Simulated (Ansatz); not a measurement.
# Sn4Te: from a guess to a relaxed structure, part 2 of 2

The task: take a trial cell of Sn4Te to zero force and stress.

Ansatz 0.2.0; DFT PBE, scalar-relativistic, plane waves, PAW. Earlier steps stand in the parts before.

### 4 Relaxation on the finer mesh

The end of the coarse run is made exact in the group found at a tolerance of 0.06 Å and reduced to its primitive cell.

File input.yaml:

```yaml
crystal:
  lattice:
    - [5.8291556393, 0.0, 0.0]
    - [0.0, 5.8291556393, 0.0]
    - [0.0, 0.0, 5.8291556393]
  atoms:
    - { symbol: Sn, position: [0.0, 0.5, 0.5] }
    - { symbol: Sn, position: [0.5, 0.5, 0.0] }
    - { symbol: Sn, position: [0.5, 0.0, 0.5] }
    - { symbol: Sn, position: [0.0, 0.0, 0.0] }
    - { symbol: Te, position: [0.5, 0.5, 0.5] }
basis:
  ecutwfc: 420
kpoints:
  mp_grid: { grid: [6, 6, 6] }
hamiltonian:
  xc: pbe
scf:
  occupations: { method: gaussian, width: 0.1 }
output:
  forces: true
  stress: true
  eigenvalues: true
relax:
  adjacent_minimum: "off"
  f_tol: 0.01
  max_steps: 80
  cell: { stress_tol: 0.05 }
```

Run with:

```sh
ansatz run input.yaml --threads 1 --pin off --max-ram 2560MiB --backend cpu --events-out ev --progress --plain --runs-dir out
```

Standard output, shortened:

```text
Warning: RAYON_NUM_THREADS=1 ignored (pool sized by the plan → 1); use --threads N
[...]
Pseudopotentials: kind: paw
Pseudopotential: Sn, paw, valence charge 14, recommended cutoff 420 eV (normal), Sn.paw.azcp
Pseudopotential: Te, paw, valence charge 16, recommended cutoff 420 eV (normal), Te.paw.azcp
Functional definition: PBE
[...]
Crystal: 5 atoms, lattice volume = 198.069 Å³
Basis set: ecut = 420 eV, 3887 PW (Γ), exchange–correlation on 80×80×80 points (8 copies of the dense FFT grid, shifted against one another)
Bands: 44, of which v1, the nominal top of the filled ones, is band 36 counted from 1 (35 counted from 0)
Symmetry: 48 space group operations
Space group: Pm-3m (ITA 221), of the structure as read, at distance tolerance 5.8e-5 Å
k-points: 20 of 216
[...]
SCF iter   1: F=—  HF=-31073.758977 eV  |F-HF|=—  |Δ(HF+E_count)|=         —  Δρ=3.20e-3  dr2=9.31e-2  ethr=1.77e-3  ⟨swp⟩=7.3  Hψ=3607  notcnv=0
[...]
--- Stress (GPa, compression-positive) ---
        0.000096      -0.000000      -0.000000
       -0.000000       0.000096      -0.000000
       -0.000000      -0.000000       0.000096
  P = ⅓ Tr σ = 0.0001 GPa (0.001 kbar)
--- Band table (eV; the first three rows and the last of 20) ---
[...]
--- Relaxed structure (3 steps of the walk, 3 accepted, 1 SCFs on fresh bases) ---
  F+E_penalty+E_count = -31073.73380816 eV   max|allowed force component| = 1.625e-29 eV/Å   (the final SCF, on the basis selected at the relaxed cell)
  cell:  # Å, volume = 199.5470 Å³
    - [5.843616789686687, -1.925929944387236e-34, -1.6049416203226964e-34]
    - [-1.925929944387236e-34, 5.843616789686687, 0.0]
    - [-1.6049416203226964e-34, 0.0, 5.843616789686687]
  atoms:
    - { symbol: Sn, position: [1.1013201358153063e-36, 0.5, 0.5] }
    - { symbol: Sn, position: [0.5, 0.5, 4.3020317883625137e-38] }
    - { symbol: Sn, position: [0.5, 2.2370565249212185e-37, 0.5] }
    - { symbol: Sn, position: [9.292388645993281e-37, 4.818275594813604e-37, 3.0114222471259813e-37] }
    - { symbol: Te, position: [0.5, 0.5, 0.5] }
```

Wall time 45 s (1 thread of Arm Neoverse V1, shared host); peak memory 0.48 GiB.

The steps of the relaxation:

| step | energy from step 1 (eV/cell) | largest force component (eV/Å) | pressure (GPa) | volume (Å³) |
| --- | --- | --- | --- | --- |
| 1 | 0.0000 | 0.0000 | 0.19 | 198.07 |
| 2 | -0.0007 | 0.0000 | 0.06 | 199.09 |
| 3 | -0.0007 | 0.0000 | 0.00 | 199.55 |
| 4 | -0.0009 | 0.0000 | 0.00 | 199.55 |

Step 1 is the start. Step 4 repeats the geometry before it on a plane-wave basis chosen anew for that cell, so its energy need not be comparable with the rows above.

|  | before | after | change |
| --- | --- | --- | --- |
| a (Å) | 5.829 | 5.844 | +0.2 % |
| b (Å) | 5.829 | 5.844 | +0.2 % |
| c (Å) | 5.829 | 5.844 | +0.2 % |
| volume (Å³/atom) | 39.61 | 39.91 | +0.7 % |
| shortest distance (Å) | 2.915 | 2.922 | +0.2 % |
| space group (0.01 Å) | Pm-3m | Pm-3m | same |

Forces and stress were held to the start's 48 operations: a distortion of lower symmetry was not tested.

### 5 Changing settings: starting moments, preconditioner local_kerker, spin_polarized true

File input.yaml:

```yaml
crystal:
  lattice:
    - [5.8436167897, 0.0, 0.0]
    - [0.0, 5.8436167897, 0.0]
    - [0.0, 0.0, 5.8436167897]
  atoms:
    - { symbol: Sn, position: [0.0, 0.5, 0.5], spin: 0.2 }
    - { symbol: Sn, position: [0.5, 0.5, 0.0], spin: 0.2 }
    - { symbol: Sn, position: [0.5, 0.0, 0.5], spin: 0.2 }
    - { symbol: Sn, position: [0.0, 0.0, 0.0], spin: 0.2 }
    - { symbol: Te, position: [0.5, 0.5, 0.5], spin: 0.2 }
basis:
  ecutwfc: 420
kpoints:
  mp_grid: { grid: [6, 6, 6] }
hamiltonian:
  xc: pbe
scf:
  occupations: { method: gaussian, width: 0.1 }
  mixing: { preconditioner: local_kerker }
output:
  forces: true
  eigenvalues: true
  stress: true
magnetization:
  spin_polarized: true
```

Run with:

```sh
ansatz run input.yaml --threads 1 --pin off --max-ram 2560MiB --backend cpu --events-out ev --progress --plain --runs-dir out
```

Standard output, shortened:

```text
Warning: RAYON_NUM_THREADS=1 ignored (pool sized by the plan → 1); use --threads N
[...]
[... 4 set-up lines as earlier in the session ...]
[...]
Crystal: 5 atoms, lattice volume = 199.547 Å³
Basis set: ecut = 420 eV, 3887 PW (Γ), exchange–correlation on 80×80×80 points (8 copies of the dense FFT grid, shifted against one another)
Bands: 44, of which v1, the nominal top of the filled ones, is band 36 counted from 1 (35 counted from 0)
[... 2 set-up lines as earlier in the session ...]
Magnetic group: BNS 221.92 (UNI 1594), of the structure as read, at distance tolerance 5.8e-5 Å
k-points: 20 of 216
[...]
Starting moments: Σ|m| = 1 μB on 5 of 5 sites
[...]
WARN: the starting moments were not kept: the SCF closed with an absolute magnetisation of 6.1e-5 μB, where they sum to 1 μB in size (5 sites). That is at most 0.1 of that sum. Measured as dr2_m measures the in/out step, that magnetisation stands 8.5e-11 eV from none, at or under the [...]
Magnetization: 0.0000 μB (36.0000 up, 36.0000 down)
Absolute magnetization: 0.0001 μB (∫|ρ↑−ρ↓|, with the PAW one-centre terms)
Spin contamination: 0.0000 ħ² per cell (⟨S²⟩ above its minimum at these occupations)
Per-site moments (μB) at R_I (Å): [(-3.1821735097253297e-6, 1.2052459628756251), (-3.1821735098197705e-6, 1.2052459628756251), (-3.1821735093483352e-6, 1.2052459628756251), (2.4596400853376547e-5, 1.7044751866941288), (6.018222760000359e-7, 1.2052459628756251)]
Free energy (F): -31073.733808 eV
[...]
E sigma→0 (E₀):  -31073.726499 eV
Entropy (-TS):   -0.014618 eV (-2.924 meV/atom)
Fermi energy:    6.258727 eV
[...]
--- Forces (eV/Å), atoms counted from 1 ---
  atom   1  Sn     0.00000000     0.00000000     0.00000000
  atom   2  Sn     0.00000000    -0.00000000     0.00000000
  atom   3  Sn     0.00000000    -0.00000000     0.00000000
  atom   4  Sn    -0.00000000     0.00000000     0.00000000
  atom   5  Te     0.00000000     0.00000000     0.00000000
[...]
--- Stress (GPa, compression-positive) ---
        0.000095      -0.000000       0.000000
       -0.000000       0.000095       0.000000
        0.000000      -0.000000       0.000095
  P = ⅓ Tr σ = 0.0001 GPa (0.001 kbar)
--- Band table (eV; the first three rows and the last of 40) ---
[...]
```

Run time: 39 s. Hardware: 1 thread of Arm Neoverse V1, shared host; peak memory 0.58 GiB.

```csv
run,ending,energy change,pressure (GPa),gap (eV),force (eV/Å),cycles,time
step 4,converged,0,0.0,0.00,0.00,-,45 s
variant,converged,0.0 meV/atom,0.0,0.00,0.00,13,39 s
```

With the changed spin polarisation and mixing the energy stays within 0.5 meV/atom: no moment survives, so both runs end on the same non-magnetic state.

### 6 Outcome

This closing draws on all 2 parts. Changes of volume or cell count from the first structure of part 1.

```
                              quantity                                                                      value
symmetry at the end (tolerance 0.05 Å)                                                space group Pm-3m (No. 221)
                     conventional cell  a = 5.844 Å, b = 5.844 Å, c = 5.844 Å, α = 90.00°, β = 90.00°, γ = 90.00°
                                volume                                                              39.91 Å³/atom
     energy over the elements, grey Sn                                                              +0.62 eV/atom
                       gap on the mesh                                                               none (metal)
```

In words: The space group Pm-3m (No. 221) is kept, and the volume per atom grows by 52.4 % from the first guess. With a positive formation energy it can't be a ground state. No finished test with a distortion of lower symmetry is shown, so the end may be a saddle point. Spin-orbit coupling is left out for Te.
